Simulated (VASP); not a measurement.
# K (Im-3m) in VASP: notebook

The runs below take K through single point, with r2SCAN.

Program: VASP 6.6.1. These are calculated values, not measurements. Logs are shortened: lines on timing, memory, paths and dates and some standing lists are left out, and cuts for length are marked.

### Step 1. The crystal as given

The structure is cubic, space group Im-3m (No. 229). Conventional cell: a = 5.395 Å, b = 5.395 Å, c = 5.395 Å, α = 90.00°, β = 90.00°, γ = 90.00°.

### Step 2. Single point, r2SCAN

INCAR reads:

```
SYSTEM = K
ADDGRID = .False.
ALGO = Normal
EDIFF = 1E-6
ENCUT = 700
ISIF = 2
ISMEAR = -1
LASPH = .True.
LCHARG = .False.
LMIXTAU = .True.
LREAL = .False.
LWAVE = .False.
METAGGA = R2SCAN
NBANDS = 10
NELM = 100
PREC = Accurate
SIGMA = 0.15
```

KPOINTS reads:

```
k-points
0
Gamma
  2 2 2
  0 0 0
```

POSCAR reads:

```
K
1.0
   -2.6491090000      2.6630490000      2.6437420000
    2.6773590000     -2.6874940000      2.6964360000
    2.7342160000      2.7726000000     -2.6681870000
K
1
Direct
   -0.0060180000      0.0074470000      0.0002300000
```

Potentials or basis: VASP PAW PBE potentials, release 64 (K_pv).

Command:

```sh
$ cat potpaw_PBE.64/K_pv/POTCAR > POTCAR
$ mpirun -np 1 vasp_std > vasp.out
```

OUTCAR:

```text
SYSTEM = K
   EDIFF = 1E-6
   ENCUT = 700
   ISIF = 2
   ISMEAR = -1
   LASPH = .True.
   LREAL = .False.
   METAGGA = R2SCAN
   NELM = 100
   PREC = Accurate

 Found      8 irreducible k-points:

 Following reciprocal coordinates:
            Coordinates               Weight
  0.000000  0.000000  0.000000      1.000000
  0.500000  0.000000 -0.000000      1.000000
  0.000000  0.500000  0.000000      1.000000
  0.500000  0.500000 -0.000000      1.000000
  0.000000  0.000000  0.500000      1.000000
  0.500000  0.000000  0.500000      1.000000
   k-points           NKPTS =      8   k-points in BZ     NKDIM =      8   number of bands    NBANDS=     10
   number of dos      NEDOS =    301   number of ions     NIONS =      1
   total plane-waves  NPLWV =  67200
   dimension x,y,z NGX =    40 NGY =   40 NGZ =   42
   dimension x,y,z NGXF=    80 NGYF=   80 NGZF=   84
   ions per type =               1
   NGX,Y,Z   is equivalent  to a cutoff of  14.48, 14.29, 14.79 a.u.
   NGXF,Y,Z  is equivalent  to a cutoff of  28.95, 28.58, 29.58 a.u.
 SYSTEM =  K
   PREC   = accura    normal or accurate (medium, high low for compatibility)
   ISTART =      0    job   : 0-new  1-cont  2-samecut
   ICHARG =      2    charge: 1-file 2-atom 10-const
   ISPIN  =      1    spin polarized calculation?
   LNONCOLLINEAR =      F non collinear calculations
   LSORBIT =      F    spin-orbit coupling
   LASPH  =      T    aspherical Exc in radial PAW
   ENCUT  =  700.0 eV  51.45 Ry    7.17 a.u.   9.91 10.04 10.18*2*pi/ulx,y,z
   NELM   =    100;   NELMIN=  2; NELMDL= -5     # of ELM steps
   EDIFF  = 0.1E-05   stopping-criterion for ELM
   LREAL  =      F    real-space projection
   EDIFFG = 0.1E-04   stopping-criterion for IOM
   NSW    =      0    number of steps for IOM
   IBRION =     -1    ionic relax: 0-MD 1-quasi-New 2-CG
   NFREE  =      0    steps in history (QN), initial steepest desc. (CG)
   ISIF   =      2    stress and relaxation
   ISYM   =      2    0-nonsym 1-usesym 2-fastsym
   POTIM  = 0.5000    time-step for ionic-motion
   TEBEG  =    0.0;   TEEND  =   0.0 temperature during run
   PSTRESS=    0.0 pullay stress
   NELECT =       7.0000    total number of electrons
   NUPDOWN=      -1.0000    fix difference up-down
   EMIN   =  10.00;   EMAX   =-10.00  energy-range for DOS
   EFERMI =   0.00;   METHOD = LEGACY
   ISMEAR =    -1;   SIGMA  =   0.15  broadening in eV -4-tet -1-fermi 0-gaus
   EFERMI_NEDOS =   21; number of points for ismear=-14 and -15
   IALGO  =     38    algorithm
   IMIX   =      4    mixing-type and parameters
     AMIX     =   0.40;   BMIX     =  1.00
     AMIX_MAG =   1.60;   BMIX_MAG =  1.00
  volume/ion in A,a.u.               =      78.52       529.87
  Fermi-wavevector in a.u.,A,eV,Ry     =   0.731335  1.382024  7.277098  0.534852
  Thomas-Fermi vector in A             =   1.823527
   LORBIT       =      0    0 simple, 1 ext, 2 COOP (PROOUT), +10 PAW based schemes
   METAGGA = R2SCAN    functional components
   LHFCALC =     F    Hartree Fock is set to
   AEXX    =    0.0000 exact exchange contribution
   IVDW    =     0    specifies the selected vdW correction
   LEPSILON=     F    determine dielectric tensor
   LRPA    =     F    only Hartree local field effects (RPA)
 non-spin polarized calculation
  energy-cutoff  :      700.00
  volume of cell :       78.52
 maximum number of plane-waves:      3322
 NGX is ok and might be reduce to    40
   NGX = 19   NGY = 21   NGZ = 21

 number of electron       7.0000000 magnetization

 Free energy of the ion-electron system (eV)
  ---------------------------------------------------
  ext. energy  EPLUGINS =         0.00000000
  ---------------------------------------------------
  free energy    TOTEN  =        -5.50015578 eV

  energy without entropy =       -5.25306532  energy(sigma->0) =       -5.37661055

 E-fermi :  -0.7738     XC(G=0):  -5.7615

 val. band max:       -3.4047429990   @ k =   0.0000   0.0000   0.0000
 cond. band min:      -0.7198992511   @ k =   0.0000   0.0000   0.5000
 fundamental gap:      2.6848437479
 Fermi energy:        -0.7737931340

 k-point     1 :       0.0000    0.0000    0.0000
  band No.  band energies     occupation
      1     -17.4722      2.00000
      2     -17.4662      2.00000
      3     -17.4602      2.00000
      4      -3.4047      2.00000
      5       3.4920      0.00000
      6       3.5561      0.00000
      7       3.6884      0.00000
      8       4.5197      0.00000
      9       4.6216      0.00000
     10       6.7936      0.00000

 k-point     2 :       0.5000    0.0000   -0.0000
  band No.  band energies     occupation
      1     -17.5269      2.00000
      2     -17.4827      2.00000
      3     -17.4644      2.00000
      4      -0.5954      0.46673
      5      -0.5519      0.37101
      6       2.2755      0.00000
      7       4.1795      0.00000
      8       4.9071      0.00000
      9       5.1670      0.00000
     10       5.6523      0.00000

 k-point     3 :       0.0000    0.5000    0.0000
  band No.  band energies     occupation
      1     -17.5193      2.00000
      2     -17.4840      2.00000
      3     -17.4674      2.00000
      4      -0.6214      0.53173
      5      -0.6054      0.49106
      6       2.2528      0.00000
      7       4.2626      0.00000
      8       4.8881      0.00000
      9       5.2447      0.00000
     10       5.7112      0.00000

 k-point     4 :       0.5000    0.5000   -0.0000
  band No.  band energies     occupation
      1     -17.5305      2.00000
      2     -17.4871      2.00000
      3     -17.4592      2.00000
      4      -0.5815      0.43433
      5      -0.5201      0.31123
      6       2.3515      0.00000
      7       4.0656      0.00000
      8       4.9475      0.00000
      9       5.0433      0.00000
     10       5.7028      0.00000

 k-point     5 :       0.0000    0.0000    0.5000
  band No.  band energies     occupation
      1     -17.5117      2.00000
      2     -17.4833      2.00000
      3     -17.4707      2.00000
      4      -0.7199      0.82226
      5      -0.6920      0.73390
      6       2.3771      0.00000
      7       4.2535      0.00000
      8       5.1050      0.00000
      9       5.2468      0.00000
     10       5.8879      0.00000

 k-point     6 :       0.5000    0.0000    0.5000
  band No.  band energies     occupation
      1     -17.5270      2.00000
      2     -17.4831      2.00000
      3     -17.4645      2.00000
      4      -0.5838      0.43976
      5      -0.5354      0.33902
      6       2.2462      0.00000
      7       4.1940      0.00000
      8       4.8718      0.00000
      9       5.1773      0.00000
     10       5.6082      0.00000

 [... further k-points ...]

------------------------ aborting loop because EDIFF is reached ----------------------------------------

  FORCE on cell =-STRESS in cart. coord.  units (eV):
  Direction    XX          YY          ZZ          XY          YZ          ZX
  --------------------------------------------------------------------------------------
  -------------------------------------------------------------------------------------
  Total        0.2522870      0.2692182      0.1682532      0.1769850     -0.0513424      0.0551425
  in kB        5.1479319      5.4934150      3.4332167      3.6113901     -1.0476444      1.1251861
  external PRESSURE =       4.6915212 kB  Pullay stress =       0.0000000 kB

 VOLUME and BASIS-vectors are now :
 -----------------------------------------------------------------------------
  energy-cutoff  :      700.00
  volume of cell :       78.52
      direct lattice vectors                 reciprocal lattice vectors
    -2.649109000  2.663049000  2.643742000    -0.003889548  0.184877607  0.188126541
     2.677359000 -2.687494000  2.696436000     0.183848792 -0.002040834  0.186277758
     2.734216000  2.772600000 -2.668187000     0.181941348  0.181121382 -0.000133391

 POSITION                                       TOTAL-FORCE (eV/Angst)
 -----------------------------------------------------------------------------------
     -2.61260      2.62765      2.64730         0.000000      0.000000      0.000000
 -----------------------------------------------------------------------------------
    total drift:                               -0.000000     -0.000017      0.000004

  FREE ENERGIE OF THE ION-ELECTRON SYSTEM (eV)
  ---------------------------------------------------
  free  energy   TOTEN  =        -5.5001557775 eV

  energy  without entropy=       -5.2530653185  energy(sigma->0) =       -5.37661055
```

Run time: 58 s. Hardware: 1 thread of Intel Xeon Platinum 8559C (Emerald Rapids), shared host; peak memory 0.26 GiB.

The run converged, but some of its settings lie outside the range that counts as converged, so its numbers aren't taken as properties of the crystal.

What came out:

* Free energy: -5.5002 eV
* Pressure: 0.5 GPa
* Band gap on the k mesh: none (metal or under the smearing width)

Caveat: the k mesh is coarse (spacing up to 0.83 Å⁻¹), so the values aren't converged; the PAW data sets were made with another functional, which shifts forces and pressure a little.

### Step 3. Single point, r2SCAN

Edit INCAR of step 2 so:

```diff
@@ -4,3 +4,3 @@
 EDIFF = 1E-6
-ENCUT = 700
+ENCUT = 350
 ISIF = 2
```

KPOINTS reads:

```
k-points
0
Gamma
  3 3 3
  0 0 0
```

POSCAR reads:

```
K
1.0
   -2.6975585167      2.6975585167      2.6975585167
    2.6975585167     -2.6975585167      2.6975585167
    2.6975585167      2.6975585167     -2.6975585167
K
1
Direct
    0.0000000000      0.0000000000      0.0000000000
```

Potentials or basis: VASP PAW PBE potentials, release 64 (K_pv).

Command:

```sh
$ cat potpaw_PBE.64/K_pv/POTCAR > POTCAR
$ mpirun -np 1 vasp_std > vasp.out
```

Wall time 26 s (1 thread of Intel Xeon Platinum 8559C (Emerald Rapids), shared host); peak memory 0.16 GiB.

The run converged, but some of its settings lie outside the range that counts as converged, so its numbers aren't taken as properties of the crystal.

What came out:

```
Free energy            : -6.0859 eV
Pressure               : -0.2 GPa
Band gap on the k mesh : none (metal or under the smearing width)
```

Caveat: the k mesh is coarse (spacing up to 0.55 Å⁻¹), so the values aren't converged; the PAW data sets were made with another functional, which shifts forces and pressure a little.

### Step 4. Single point, r2SCAN

INCAR is that of step 3.

KPOINTS is that of step 3.

POSCAR reads:

```
K
1.0
   -2.6491090000      2.6630490000      2.6437420000
    2.6773590000     -2.6874940000      2.6964360000
    2.7342160000      2.7726000000     -2.6681870000
K
1
Direct
   -0.0060180000      0.0074470000      0.0002300000
```

Command:

```sh
$ cat potpaw_PBE.64/K_pv/POTCAR > POTCAR
$ mpirun -np 1 vasp_std > vasp.out
```

Wall time 20 s (1 thread of Intel Xeon Platinum 8559C (Emerald Rapids), shared host); peak memory 0.16 GiB.

The run converged, but some of its settings lie outside the range that counts as converged, so its numbers aren't taken as properties of the crystal.

Results:

```yaml
Free_energy: -6.0852 eV
Pressure: -0.2 GPa
Band_gap_on_the_k_mesh: none (metal or under the smearing width)
```

Caveat: the k mesh is coarse (spacing up to 0.55 Å⁻¹), so the values aren't converged; the PAW data sets were made with another functional, which shifts forces and pressure a little.

### Step 5. Single point, r2SCAN

Edit INCAR of step 4 so:

```diff
@@ -4,3 +4,3 @@
 EDIFF = 1E-6
-ENCUT = 350
+ENCUT = 250
 ISIF = 2
```

KPOINTS reads:

```
k-points
0
Gamma
  4 4 4
  0 0 0
```

POSCAR reads:

```
K
1.0
   -2.6975585167      2.6975585167      2.6975585167
    2.6975585167     -2.6975585167      2.6975585167
    2.6975585167      2.6975585167     -2.6975585167
K
1
Direct
    0.0000000000      0.0000000000      0.0000000000
```

Command:

```sh
$ cat potpaw_PBE.64/K_pv/POTCAR > POTCAR
$ mpirun -np 1 vasp_std > vasp.out
```

Run time: 16 s. Hardware: 1 thread of Intel Xeon Platinum 8559C (Emerald Rapids), shared host; peak memory 0.13 GiB.

These settings aren't checked as converged: the numbers below hold their error.

Results:

```yaml
Free_energy: -5.9706 eV
Pressure: 0.0 GPa
Band_gap_on_the_k_mesh: none (metal or under the smearing width)
```

Caveat: the k mesh is coarse (spacing up to 0.41 Å⁻¹), so the values aren't converged; the PAW data sets were made with another functional, which shifts forces and pressure a little.
